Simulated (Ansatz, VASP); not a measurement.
This is a calculation of Ti for VASP 6.6.1.

The input INCAR:

```
SYSTEM = Ti
PREC = Accurate
ENCUT = 520
EDIFF = 1E-7
ISMEAR = -1
SIGMA = 0.05
LREAL = .FALSE.
LASPH = .TRUE.
NELM = 60
ALGO = Normal
ISIF = 2
LWAVE = .FALSE.
LCHARG = .FALSE.
GGA = PS
NBANDS = 12
```

The input KPOINTS:

```
Automatic mesh
0
G
  11 11 11
  0 0 0
```

The input POSCAR:

```
Ti
1.0
   -1.6299862453      1.6299862453      1.6299862453
    1.6299862453     -1.6299862453      1.6299862453
    1.6299862453      1.6299862453     -1.6299862453
Ti
1
Direct
    0.0000000000      0.0000000000      0.0000000000
```

Potentials or basis: VASP PAW PBE potentials, release 64 (Ti_sv).

Launch:

```bash
$ cat potpaw_PBE.64/Ti_sv/POTCAR > POTCAR
$ mpirun -np 1 vasp_std > vasp.out
```

Task: Set up the same calculation for Ansatz 0.2.0. Potentials there: Ansatz PAW.

Result: As run (the cutoff follows the program's own potentials):

File input.yaml:

```yaml
crystal:
  lattice:
    - [-1.6299862453, 1.6299862453, 1.6299862453]
    - [1.6299862453, -1.6299862453, 1.6299862453]
    - [1.6299862453, 1.6299862453, -1.6299862453]
  atoms:
    - { symbol: Ti, position: [0.0, 0.0, 0.0] }
hamiltonian:
  xc: pbesol
  pseudopotentials: { kind: paw }
kpoints:
  mp_grid: { grid: [11, 11, 11] }
scf:
  occupations: { method: fermi_dirac, width: 0.05 }
output:
  forces: true
  stress: true
  eigenvalues: true
```

Potentials or basis: Ansatz PAW.

Command:

```bash
$ ansatz run input.yaml --threads 1 --pin off --max-ram 3584MiB --backend cpu --events-out ev --progress --plain --runs-dir out
```

Both were run:

|  | VASP | Ansatz | Ansatz less VASP |
| --- | --- | --- | --- |
| gap on the k mesh at the Fermi level (eV) | none | none | - |
| pressure (GPa) | -5.1 | -4.9 | +0.21 |

A gap of «none» marks a metal or a gap that the smearing closes.

Caveats: the PAW data sets were made with another functional, which shifts forces and pressure a little (VASP); the PAW data sets come from PBE, with cores solved anew for the run's functional, which leaves a small shift of forces and pressure (Ansatz).
